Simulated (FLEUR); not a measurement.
# CoO in FLEUR: the effect of Hubbard term

The system is CoO.

```
CELL_PARAMETERS angstrom
1.60222 0.92504 2.56647
-1.60222 0.92504 2.56647
0.00000 -1.85008 2.56647
ATOMIC_POSITIONS crystal
Co 0.99898 0.99898 0.99898
O 0.75102 0.75102 0.75102
```

Measurements of this composition are mostly on another form, of space group No. 225.

Alike in all runs:

- Program: FLEUR MaX-R8.1 (later development tree)
- Task: single point
- Functional: PBEsol
- Potentials or basis: all-electron
- Basis: FLAPW
- Kmax: 5.24 1/bohr
- k mesh: 8 × 8 × 8
- Occupations: fermi-dirac, width 0.05 eV
- Spin: collinear spin, ferromagnetic start
- Starting moments: [2.0, 0.0] μB
- Gmax: 16.2 1/bohr
- Muffin-tin radii: Co 1.87, O 1.43 bohr
- lmax: Co 8, O 8
- lnonsphr: Co 8, O 8
- Local orbitals a species: Co 4, O 3
- Max iterations: 100

Task: One run gave: gap on the mesh 0.46 eV. Which Hubbard term did it use?
A. Co d U = 3 eV
B. Co d U = 2 eV
C. Co d U = 6 eV
D. Co d U = 5 eV
E. Co d U = 4 eV

Result: C.

```csv
Hubbard term,gap on the mesh (eV)
Co d U = 0.0 eV,none
Co d U = 2 eV,none
Co d U = 3 eV,0.14
Co d U = 4 eV,0.23
Co d U = 5 eV,0.34
Co d U = 6 eV,0.46
```

Caveats: a cell with one magnetic atom can't hold antiferromagnetic order, which such compounds often take.

A k mesh can miss the band edges.

A gap of «none» marks a metal or a gap under the smearing width.
